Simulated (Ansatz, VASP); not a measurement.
## Ti: VASP beside Ansatz

```
Ti
1.0
     2.93573    0.00000    0.00000
    -1.46787    2.54242    0.00000
     0.00000    0.00000    4.64086
Ti
2
Direct
  0.33333 0.66667 0.25000
  0.66667 0.33333 0.75000
```

Alike in both runs: task relaxation of cell and atoms; functional LDA; k mesh 9 × 9 × 4; occupations gaussian, width 0.1 eV; no spin polarisation.

|  | VASP | Ansatz |
| --- | --- | --- |
| version | VASP 6.6.1 | Ansatz 0.2.0 |
| potentials or method | VASP PAW LDA potentials, release 64 (Ti_sv) | scalar-relativistic, plane waves, PAW |
| plane-wave cutoff (eV) | 600 | 420 |
| valence electrons in the cell | 24 | 24 |

|  | VASP | Ansatz | Ansatz less VASP |
| --- | --- | --- | --- |
| gap on the k mesh at the Fermi level, each at its own relaxed structure (eV) | none | none | - |
| relaxed volume (Å³/atom) | 16.09 | 16.09 | +0.002 |
| relaxed cell length with the largest relative difference (Å) | 4.521 | 4.520 | -0.0012 |
| energy change over the relaxation (meV/atom) | -34 | -33 | +0.9 |

A gap of «none» marks a metal or a gap that the smearing closes. Ansatz warned: «pseudo_functional_mismatch».
